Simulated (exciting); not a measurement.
# CdTe (F-43m) in exciting: further runs, part 2 of 2

exciting (release sodium). Earlier steps stand in the parts before.

## 3. Band structure, PBE, spin-orbit coupling, no magnetisation

Contents of input.xml:

```xml
<input>
  <title>CdTe</title>
  <structure speciespath="./" tshift="false">
    <crystal scale="1">
      <basevect>0.000000000000 6.056572229426 6.056572229426</basevect>
      <basevect>6.056572229426 0.000000000000 6.056572229426</basevect>
      <basevect>6.056572229426 6.056572229426 0.000000000000</basevect>
    </crystal>
    <species speciesfile="Te.xml" rmt="2.3">
      <atom coord="0.750000000000 0.750000000000 0.750000000000"/>
    </species>
    <species speciesfile="Cd.xml" rmt="2.3">
      <atom coord="0.000000000000 0.000000000000 0.000000000000"/>
    </species>
  </structure>
  <groundstate do="fromscratch" ngridk="5 5 5" rgkmax="9" gmaxvr="14" lmaxapw="10" lmaxmat="10" lmaxvr="8" xctype="GGA_PBE" stype="Fermi Dirac" swidth="0.00183747" nempty="20" ValenceRelativity="iora*" epsengy="1e-05" epspot="1e-05" maxscl="60" outputlevel="normal">
    <spin spinorb="true"/>
  </groundstate>
  <properties>
    <bandstructure>
      <plot1d>
        <path steps="80">
          <point coord="0 0 0" label="G"/>
          <point coord="0.5 0 0.5" label="X"/>
          <point coord="0.5 0.25 0.75" label="W"/>
          <point coord="0.375 0.375 0.75" label="K"/>
          <point coord="0 0 0" label="G"/>
          <point coord="0.5 0.5 0.5" label="L"/>
          <point coord="0.625 0.25 0.625" label="U"/>
          <point coord="0.5 0.25 0.75" label="W"/>
          <point coord="0.5 0.5 0.5" label="L"/>
          <point coord="0.375 0.375 0.75" label="K" breakafter="true"/>
          <point coord="0.625 0.25 0.625" label="U"/>
          <point coord="0.5 0 0.5" label="X"/>
        </path>
      </plot1d>
    </bandstructure>
  </properties>
</input>
```

Potentials or basis: all-electron LAPW+lo, shipped species files, valence relativity iora*.

Command:

```bash
> OMP_NUM_THREADS=1 exciting_smp
```

Run time: 2.4 min. Hardware: 1 thread of Arm Neoverse V2, shared host; peak memory 0.22 GiB.

Results (log left out):

| Quantity | Value |
| --- | --- |
| Band gap on the k mesh | 0.59 eV, direct |
| Band gap along the path | 0.59 eV, direct |
| All electrons inside the program's atomic spheres | Te 49.08; Cd 46.00 (radii Te 2.3, Cd 2.3 bohr) |

Levels at the corners of the path, in eV from the valence-band top:
```csv
point,band 30,band 31,band 32,band 33,band 34,band 35,band 36,band 37,band 38,band 39
Γ,-0.82,0.00,0.00,0.00,0.00,0.59,0.59,4.10,4.10,4.43
X,-4.76,-2.42,-2.42,-2.09,-2.09,2.28,2.28,2.40,2.40,8.57
W,-4.51,-3.00,-2.57,-2.56,-2.54,3.87,4.26,4.42,4.47,5.25
K,-4.55,-3.14,-2.86,-1.91,-1.88,2.60,2.63,4.21,4.39,7.10
Γ,-0.82,0.00,0.00,0.00,0.00,0.59,0.59,4.10,4.10,4.43
L,-4.90,-1.35,-1.35,-0.85,-0.85,1.58,1.58,4.86,4.86,5.00
U,-4.55,-3.14,-2.86,-1.91,-1.88,2.60,2.63,4.21,4.39,7.10
W,-4.51,-3.00,-2.57,-2.56,-2.54,3.87,4.26,4.42,4.47,5.25
L,-4.90,-1.35,-1.35,-0.85,-0.85,1.58,1.58,4.86,4.86,5.00
K,-4.55,-3.14,-2.86,-1.91,-1.88,2.60,2.63,4.21,4.39,7.10
U,-4.55,-3.14,-2.86,-1.91,-1.88,2.60,2.63,4.21,4.39,7.10
X,-4.76,-2.42,-2.42,-2.09,-2.09,2.28,2.28,2.40,2.40,8.57
```

Caveat: total energies with spin-orbit coupling aren't reliable in this program, so none is listed and the log's shouldn't be used.

## 4. Band structure, LDA

Changes to input.xml since step 3:

```diff
@@ -15,5 +15,3 @@
   </structure>
-  <groundstate do="fromscratch" ngridk="5 5 5" rgkmax="9" gmaxvr="14" lmaxapw="10" lmaxmat="10" lmaxvr="8" xctype="GGA_PBE" stype="Fermi Dirac" swidth="0.00183747" nempty="20" ValenceRelativity="iora*" epsengy="1e-05" epspot="1e-05" maxscl="60" outputlevel="normal">
-    <spin spinorb="true"/>
-  </groundstate>
+  <groundstate do="fromscratch" ngridk="7 7 7" rgkmax="9" gmaxvr="14" lmaxapw="10" lmaxmat="10" lmaxvr="8" xctype="LDA_PW" stype="Fermi Dirac" swidth="0.00183747" nempty="10" ValenceRelativity="iora*" epsengy="1e-05" epspot="1e-05" maxscl="60" outputlevel="normal"/>
   <properties>
@@ -37,2 +35,3 @@
     </bandstructure>
+    <dos nwdos="300" winddos="-0.6 0.5" inttype="tetra" ngrdos="100" nsmdos="0"/>
   </properties>
```

Command:

```bash
> OMP_NUM_THREADS=1 exciting_smp
```

Run time: 2.5 min. Hardware: 1 thread of Arm Neoverse V2, shared host; peak memory 0.16 GiB.

Results (log left out):

| Quantity | Value |
| --- | --- |
| Free energy | -336940.3072 eV |
| Band gap on the k mesh | 0.61 eV, direct |
| Band gap along the path | 0.61 eV, direct |
| All electrons inside the program's atomic spheres | Te 49.09; Cd 46.01 (radii Te 2.3, Cd 2.3 bohr) |

Levels at the corners of the path, in eV from the valence-band top:
| point | band 15 | band 16 | band 17 | band 18 | band 19 | band 20 |
| --- | --- | --- | --- | --- | --- | --- |
| Γ | 0.00 | 0.00 | 0.00 | 0.61 | 4.51 | 4.51 |
| X | -4.54 | -2.00 | -2.00 | 2.39 | 2.56 | 8.79 |
| W | -4.42 | -2.48 | -2.37 | 4.27 | 4.57 | 5.47 |
| K | -4.44 | -2.74 | -1.66 | 2.75 | 4.45 | 7.28 |
| Γ | 0.00 | 0.00 | 0.00 | 0.61 | 4.51 | 4.51 |
| L | -4.69 | -0.83 | -0.83 | 1.67 | 5.13 | 5.13 |
| U | -4.44 | -2.74 | -1.66 | 2.75 | 4.45 | 7.28 |
| W | -4.42 | -2.48 | -2.37 | 4.27 | 4.57 | 5.47 |
| L | -4.69 | -0.83 | -0.83 | 1.67 | 5.13 | 5.13 |
| K | -4.44 | -2.74 | -1.66 | 2.75 | 4.45 | 7.28 |
| U | -4.44 | -2.74 | -1.66 | 2.75 | 4.45 | 7.28 |
| X | -4.54 | -2.00 | -2.00 | 2.39 | 2.56 | 8.79 |

States per cell in windows of 1 eV (zero at the valence-band top; states under -8 eV left out):
```tsv
from (eV)	total
-8.0	1.68
-7.0	0.00
-6.0	0.00
-5.0	1.09
-4.0	0.51
-3.0	1.15
-2.0	2.08
-1.0	0.97
0.0	0.00
1.0	0.09
2.0	1.15
3.0	1.30
4.0	1.47
5.0	1.83
6.0	1.30
7.0	1.17
```

Caveat: the tetrahedron DOS on this energy grid can lose part of the weight of narrow d or f bands; spin-orbit coupling is left out, which moves the levels of the heavy elements.

## 5. Overview

| level | spin | k mesh | nempty | gap on the mesh (eV) |
| --- | --- | --- | --- | --- |
| PBE | off | 7 × 7 × 7 | 10 | 0.87 |
| PBE | SOC, no magnetisation | 5 × 5 × 5 | 20 | 0.59 |
| LDA | off | 7 × 7 × 7 | 10 | 0.61 |

Alike in all rows: task band structure; potentials or basis all-electron LAPW+lo, shipped species files, valence relativity iora*; cell as given; smearing fermi-dirac 0.05 eV; rgkmax 9.

Caveats: the tetrahedron DOS on this energy grid can lose part of the weight of narrow d or f bands (some runs); spin-orbit coupling is left out, which moves the levels of the heavy elements (some runs).

Compare energies only between runs with the same functional and basis.

## 6. Against experiment

Step 2. A measured gap of CdTe is 1.607 eV (0 K; a printed reference work, data compilation); the calculated 0.87 eV misses it by -0.74 eV. Spin-orbit coupling on Cd, Te is left out. The value is that of PBE, without temperature or zero-point motion. Semilocal functionals fall short of measured gaps as a rule.

Step 3. Against the measured gap of CdTe, 1.607 eV (0 K; a printed reference work, data compilation), the calculated 0.59 eV is off by -1.02 eV. So large a miss can be the level of theory's own, or it may mean another phase, state or a wrong row. The value is that of PBE, without temperature or zero-point motion. Semilocal functionals fall short of measured gaps as a rule.

Step 4. Against the measured gap of CdTe, 1.607 eV (0 K; a printed reference work, data compilation), the calculated 0.61 eV is off by -1.00 eV. So large a miss can be the level of theory's own, or it may mean another phase, state or a wrong row. Spin-orbit coupling on Cd, Te is left out. The value is that of LDA, without temperature or zero-point motion. Semilocal functionals fall short of measured gaps as a rule.
